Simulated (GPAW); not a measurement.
Crystal: BN.

```
N B
1.0
     0.00000    1.81300    1.81300
     1.81300    0.00000    1.81300
     1.81300    1.81300    0.00000
N B
1 1
Cartesian
  0.9065 0.9065 0.9065
  0.0000 0.0000 0.0000
```

The cell is a database's computed one.

Base run:

```yaml
Program: GPAW 26.7.0
Functional: RPBE
Potentials_or_basis: the program's PAW data sets (release 1.2.1) made for this functional
Cutoff: 600 eV
Basis: pw
k_mesh: 10 × 10 × 10
Occupations: fermi-dirac, width 0.001 eV
Spin: no spin polarisation
```

Its results: band gap on the k mesh 4.48 eV, indirect (least direct gap 8.84 eV); electronic dielectric tensor (diagonal) 4.50.

**Question.** The run is repeated on the same cell with these changes: functional from RPBE to LDA. What comes out?

**Answer.** Band gap on the k mesh 4.33 eV, indirect (least direct gap 8.65 eV); electronic dielectric tensor (diagonal) 4.57.

Caveats: the long-wavelength limit can be off by a per cent or two.

A k mesh can miss the band edges.
